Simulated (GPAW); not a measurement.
# How NaCl absorbs and reflects light

Aim: the dielectric function of NaCl, and the optical constants that follow from it. The cell comes from an older database entry, whose edges can differ from later determinations, mostly by under a per cent.

Main program and level: GPAW 26.7.0; DFT, PBE, plane-wave PAW (GPAW data sets), scalar-relativistic, RPA, optical limit.

The database entry behind the starting cell differs from later determinations by our own check (an axis about 0.4 % short against later determinations), so it need not match the best structure at ambient conditions.

## Step 1: Set-up

It takes space group Fm-3m (No. 225, cubic). Conventional cell: a = 5.620 Å, b = 5.620 Å, c = 5.620 Å, α = 90.00°, β = 90.00°, γ = 90.00°. Nearest to Cl lie 6 Na at 2.81 Å. Na has 6 Cl at 2.81 Å nearest. Farther neighbours and most contacts between anions are not listed.

As a file:

```xyz
2
Lattice="0.0000 2.8100 2.8100 2.8100 0.0000 2.8100 2.8100 2.8100 0.0000" Properties=species:S:1:pos:R:3 pbc="T T T"
Cl    2.8100    2.8100    2.8100
Na    0.0000    0.0000    0.0000
```

## Step 2: Dielectric function, RPA

Transitions between filled and empty bands, summed over the zone, give the optical response, so mesh, band count and broadening shape it.

The induced potential is part of this response.

df.py reads:

```python
from gpaw.response.df import DielectricFunction

df = DielectricFunction('full.gpw', frequencies={'type': 'nonlinear', 'domega0': 0.03, 'omega2': 8},
                        ecut=50,
                        eta=0.15,
                        nbands=30,
                        txt='df.txt')
for direction in ['x', 'z']:
    df.get_dielectric_function(xc='RPA', direction=direction, filename=f'df_{direction}.csv')
```

The run is started by

```console
$ OMP_NUM_THREADS=1 python df.py
```

Numbers of over 12 decimals in the logs are rounded to 6 here.

The log of the run:

```text
Using integrator: PointIntegrator
NonLinearFrequencyDescriptor(from 0.000 to 58.501 eV, 485 points)
Nonperiodic BCs:  [False False False]
Using integrator: PointIntegrator
NonLinearFrequencyDescriptor(from 0.000 to 58.501 eV, 485 points)
Nonperiodic BCs:  [False False False]

Calculating chi0 body with:
    Ground state adapter containing:
    Number of spins: 1
    Number of kpoints: 1331
    Number of irreducible kpoints: 56
    Number of completely occupied states: 7
    Number of partially occupied states: 7

    Linear response parametrization:
    q_c: [0.0, 0.0, 0.0]
    Number of frequency points: 485
    Planewave cutoff: 50.0
    Number of bands: 30
    Number of planewaves: 27
    Broadening (eta): 0.15

Integrating chi0 body.

Symmetries of q_c:
    Direct symmetries (Uq -> q): 48
    Indirect symmetries (TUq -> q): 0
In total 48 allowed symmetries.

56 groups of equivalent kpoints. 95.792637% reduction.

Integral kind: spectral function

Calculating chi0 optical extensions with:
    Ground state adapter containing:
    Number of spins: 1
    Number of kpoints: 1331
    Number of irreducible kpoints: 56
    Number of completely occupied states: 7
    Number of partially occupied states: 7

    Linear response parametrization:
    Number of frequency points: 485
    Planewave cutoff: 50.0
    Number of bands: 30
    Number of planewaves: 27
    Broadening (eta): 0.15
Integrating chi0 head and wings.

Symmetries of q_c:
    Direct symmetries (Uq -> q): 48
    Indirect symmetries (TUq -> q): 0
In total 48 allowed symmetries.

56 groups of equivalent kpoints. 95.792637% reduction.

Integral kind: spectral function wings
```

Elapsed: 8 s, on 1 thread of Arm Neoverse V1, shared host; peak memory 0.21 GiB.

This step gave:

```
electronic dielectric constant ε∞, mean over x, y and z (by symmetry where fewer were run) : 2.32
main peak of Im epsilon, first axis                                                        : 8.844 eV
```

Values under the direct gap are tails of Lorentzian lines. Table of Im ε, E ∥ x or z by photon energy; read off at these points:

```
photon energy (eV)  Im ε, E ∥ x or z
              0.00                 0
              0.50           0.00217
              1.00           0.00444
              1.50           0.00694
              2.00           0.00983
              2.50            0.0133
              3.00            0.0179
              3.50            0.0242
              4.00            0.0341
              4.50            0.0532
              5.00             0.125
              5.50             0.525
              6.00             0.697
              6.18             0.966
              6.50             0.719
              6.93              1.29
              7.00              1.20
              7.50              1.94
              8.00              2.17
              8.50              2.78
              8.83              2.94
              9.00              2.66
              9.50              1.74
             10.00              1.61
             10.50              1.79
             11.00              2.12
             11.50              2.38
             12.00              2.00
             12.50              1.73
             13.00              1.39
             13.50              1.48
```

Re ε, E ∥ x or z against photon energy:

```
photon energy (eV)  Re ε, E ∥ x or z
               0.0              2.32
               0.5              2.32
               1.0              2.33
               1.5              2.35
               2.0              2.38
               2.5              2.42
               3.0              2.47
               3.5              2.54
               4.0              2.64
               4.5              2.78
               5.0              3.01
               5.5              3.20
               6.0              3.28
               6.5              3.37
               7.0              3.11
               7.5              3.53
               8.0              2.88
               8.5              2.29
               9.0              1.24
               9.5              1.44
              10.0              1.57
              10.5              1.68
              11.0              1.49
              11.5              1.14
              12.0             0.648
              12.5             0.334
              13.0             0.468
              13.5             0.509
```

Values under the direct gap are tails of Lorentzian lines. The Im ε, E ∥ x or z by photon energy; read off at these points:

```
photon energy (eV)  without local fields  with local fields
              0.00                     0                  0
              0.50               0.00293            0.00217
              1.00               0.00600            0.00444
              1.50               0.00934            0.00694
              2.00                0.0132            0.00983
              2.50                0.0178             0.0133
              3.00                0.0236             0.0179
              3.50                0.0315             0.0242
              4.00                0.0434             0.0341
              4.50                0.0653             0.0532
              5.00                 0.141              0.125
              5.50                 0.546              0.525
              6.00                 0.741              0.697
              6.50                 0.791              0.719
              7.00                  1.35               1.20
              7.50                  2.36               1.94
              8.00                  2.80               2.17
              8.50                  3.94               2.78
              8.83                  4.59               2.94
              9.00                  4.15               2.66
              9.50                  3.55               1.74
             10.00                  3.65               1.61
             10.50                  4.08               1.79
             10.81                  4.33               2.01
             11.00                  4.15               2.12
             11.50                  3.62               2.38
             12.00                  2.62               2.00
             12.50                  1.92               1.73
             13.00                  1.69               1.39
             13.50                  1.37               1.48
```

Table of reflectivity at normal incidence, E ∥ x or z by photon energy; read off at these points:

```
photon energy (eV)  reflectivity at normal incidence, E ∥ x or z (%)
             0.000                                              4.30
             0.250                                              4.30
             0.500                                              4.31
             0.750                                              4.33
             1.000                                              4.36
             1.250                                              4.40
             1.500                                              4.44
             1.750                                              4.50
             2.000                                              4.56
             2.250                                              4.64
             2.500                                              4.73
             2.750                                              4.83
             3.000                                              4.95
             3.250                                              5.08
             3.500                                              5.24
             3.750                                              5.43
             4.000                                              5.65
             4.250                                              5.92
             4.500                                              6.24
             4.750                                              6.67
             5.000                                              7.26
             5.250                                              7.93
             5.500                                              8.33
             5.750                                              8.23
             6.000                                              8.89
             6.125                                              9.24
             6.250                                              8.27
             6.500                                              9.25
             6.710                                              10.2
             6.750                                              10.2
             7.000                                              9.40
             7.250                                              11.1
             7.500                                              12.8
             7.750                                              12.9
             8.000                                              12.3
             8.250                                              13.9
             8.500                                              14.5
             8.750                                              14.7
             8.895                                              15.9
             9.000                                              15.3
             9.250                                              11.1
             9.500                                              9.01
             9.750                                              9.13
            10.000                                              8.08
            10.250                                              8.72
            10.500                                              9.16
            10.750                                              10.1
            11.000                                              11.4
            11.250                                              11.8
            11.500                                              14.0
            11.633                                              14.5
            11.750                                              14.3
            12.000                                              13.9
            12.250                                              13.5
            12.423                                              15.1
            12.500                                              14.8
            12.750                                              11.9
            13.000                                              11.3
            13.250                                              10.2
            13.500                                              11.5
            13.750                                              12.1
```

Refractive index n and extinction k against photon energy:

```
photon energy (eV)      n        k
               0.0   1.52        0
               0.5   1.52   7.1e-4
               1.0   1.53  0.00145
               1.5   1.53  0.00226
               2.0   1.54  0.00319
               2.5   1.56  0.00429
               3.0   1.57  0.00569
               3.5   1.59  0.00760
               4.0   1.62   0.0105
               4.5   1.67   0.0160
               5.0   1.74   0.0361
               5.5   1.79    0.146
               6.0   1.82    0.191
               6.5   1.84    0.195
               7.0   1.80    0.335
               7.5   1.94    0.500
               8.0   1.80    0.603
               8.5   1.72    0.810
               9.0   1.44    0.919
               9.5   1.36    0.639
              10.0   1.38    0.583
              10.5   1.44    0.623
              11.0   1.43    0.742
              11.5   1.37    0.867
              12.0   1.17    0.854
              12.5   1.02    0.844
              13.0  0.984    0.708
              13.5   1.02    0.728
```

Optical constants at common wavelengths, from n + ik = √ε:

```
wavelength (nm)     n      k  R (%)     1/α
           1064  1.53  0.002    4.4   49 µm
            800  1.53  0.002    4.5   27 µm
            633  1.54  0.003    4.5   16 µm
            450  1.56  0.005    4.8  7.2 µm
            365  1.59  0.007    5.2  4.1 µm
            308  1.63  0.011    5.7  2.3 µm
            248  1.74  0.036    7.3  548 nm
```

Below the direct gap, k and the depth come from the tails of the Lorentzian lines, not from transitions.

Rows near the edge hang on the gap, which this functional as a rule makes too small, and phonon-assisted absorption is left out.

## Step 3: Summary of results

| Property | Result |
| --- | --- |
| electronic dielectric constant ε∞, mean over x, y and z (by symmetry where fewer were run) (RPA) | 2.32 |
| main peak of Im epsilon, first axis | 8.84 eV |

What this shows: At this level (PBE, RPA) NaCl has ε∞ = 2.32 and n = 1.53 at 1550 nm, and Im ε peaks at 8.8 eV. Local fields change the static value along x from 2.73 to 2.32 (-15 %). Distinct maxima of Im ε, read by a parabola through the highest points, lie at 6.91 eV (1.3), 8.46 eV (2.8), 8.84 eV (2.9) and 11.51 eV (2.4). Excitons and phonon-assisted transitions are missing; PBE gaps are as a rule too small, which pulls the onset down and ε∞ up. The sum runs over mesh points, so small or evenly spaced maxima can still be ripples of the mesh.

[Machine, clock and banner lines and Python warnings are left out of the logs.]

[Logs are printed without paths, hosts, clocks, repeated set-up lines and the standing remarks that a program may print on its own settings, such as how far it seeks lower states.]

[Hosts, paths, dates, database ids (printed as entryN), source tags and the programs' standing remarks are cut or masked in the printed files.]
